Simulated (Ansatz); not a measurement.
Here is an Ansatz 0.2.0 calculation.

input.yaml

```yaml
crystal:
  lattice:
    - [0.0, 2.1657188437, 2.1657188437]
    - [2.1657188437, 0.0, 2.1657188437]
    - [2.1657188437, 2.1657188437, 0.0]
  atoms:
    - { symbol: Ti, position: [0.0, 0.0, 0.0] }
    - { symbol: C, position: [0.5, 0.5, 0.5] }
hamiltonian:
  xc: pbe
  pseudopotentials: { kind: paw }
kpoints:
  mp_grid: { grid: [11, 11, 11] }
scf:
  occupations: { method: fermi_dirac, width: 0.05 }
output:
  forces: true
  stress: true
  eigenvalues: true
relax:
  f_tol: 0.01
  max_steps: 40
  cell: { stress_tol: 0.05, p_target: 5.0 }
```

Potentials or basis: Ansatz PAW.

Command:

```console
$ ansatz run input.yaml --threads 2 --pin off --max-ram 5632MiB --backend cpu --events-out ev --progress --plain --runs-dir out
```

Estimate the space group after relaxing (to 0.05 Å).

Fm-3m (No. 225).

Predict the band gap on the k mesh.

none (metal or under the smearing width).

What does it give for the relaxed volume?

9.98 Å³/atom.

Predict the relaxed cell.

a = 3.044 Å, b = 3.044 Å, c = 3.044 Å, α = 60.00°, β = 60.00°, γ = 60.00°.

The path:
```tsv
step	energy change (eV)	largest force (eV/Å)	volume (Å³)
1	0.0000	0.0000	20.32
2	0.0045	0.0000	19.98
3	0.0053	0.0000	19.95
4	0.0059	0.0000	19.95
```

Caveat: the plane-wave basis is chosen anew once the cell has moved, so the energies of steps on either side of that aren't comparable.
